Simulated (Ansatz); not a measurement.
# CuCl2 in Ansatz: the effect of functional

The system is CuCl2.

```
Cu Cl
1.0
    -2.20883    2.20883    6.71987
     2.20883   -2.20883    6.71987
     2.20883    2.20883   -6.71987
Cu Cl
1 2
Direct
  0.00000 0.00000 0.00000
  0.00000 0.50000 0.50000
  0.50000 0.00000 0.50000
```

Measurements of this composition are mostly on another form, of space group No. 12.

The cell isn't the ideal one: volume scaled by 0.94.

Alike in all runs:

| Quantity | Value |
| --- | --- |
| Program | Ansatz 0.2.0 |
| Task | single point |
| Potentials or basis | Ansatz PAW |
| k mesh | 8 × 8 × 8 |
| Occupations | fermi-dirac, width 0.05 eV |
| Spin | no spin polarisation |

```tsv
functional	cutoff	pressure (GPa)
LDA	420 eV (not typed: the program's choice for these potentials)	?
PBEsol	420 eV (not typed: the program's choice for these potentials)	0.6
r2SCAN	500 eV (not typed: the program's choice for these potentials)	1.4
```

Question: What does the run with functional LDA give?

Answer: Pressure -0.5 GPa.

Caveats: an odd number of electrons without spin polarisation forces a metal; a magnetic or distorted state may lie lower; the run has no spin polarisation, though such a crystal can be magnetic; the PAW data sets come from PBE, with cores solved anew for the run's functional, which leaves a small shift of forces and pressure.
